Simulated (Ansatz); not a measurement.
The system is Ti.

```xyz
1
Lattice="0.0000 2.0300 2.0300 2.0300 0.0000 2.0300 2.0300 2.0300 0.0000" Properties=species:S:1:pos:R:3 pbc="T T T"
Ti    0.0000    0.0000    0.0000
```

This isn't the form of Ti at room conditions, which is hcp.

```yaml
Program: Ansatz 0.2.0
Task: relaxation of cell and atoms
Functional: BLYP
Potentials_or_basis: Ansatz PAW
Cutoff: "420 eV (not typed: the program's choice for these potentials)"
k_mesh: 11 × 11 × 11
Occupations: fermi-dirac, width 0.05 eV
Spin: no spin polarisation
```

At the start: volume 16.73 Å³/atom.

Problem. Where does the relaxation end?

Solution. It ends after 7 steps and the volume is 17.74 Å³/atom (+6.1 %); space group Fm-3m (No. 225, to 0.05 Å).

Step by step:
```csv
step,energy change (eV),largest force (eV/Å),volume (Å³)
1,0.0000,0.0000,16.73
2,-0.0101,0.0000,18.49
3,-0.0197,0.0000,17.79
4,-0.0198,0.0000,17.73
5,-0.0200,0.0000,17.73
6,-0.0200,0.0000,17.74
7,-0.0200,0.0000,17.74
```

Final structure:
```cif
data_structure
_symmetry_space_group_name_H-M 'P 1'
_symmetry_Int_Tables_number 1
_cell_length_a 2.9276
_cell_length_b 2.9276
_cell_length_c 2.9276
_cell_angle_alpha 60.000
_cell_angle_beta 60.000
_cell_angle_gamma 60.000
_cell_volume 17.74
loop_
_atom_site_label
_atom_site_type_symbol
_atom_site_fract_x
_atom_site_fract_y
_atom_site_fract_z
_atom_site_occupancy
Ti1 Ti 0.00000 0.00000 0.00000 1
```

Caveat: the plane-wave basis is chosen anew once the cell has moved, so the energies of steps on either side of that aren't comparable; the PAW data sets come from PBE, with cores solved anew for the run's functional, which leaves a small shift of forces and pressure.
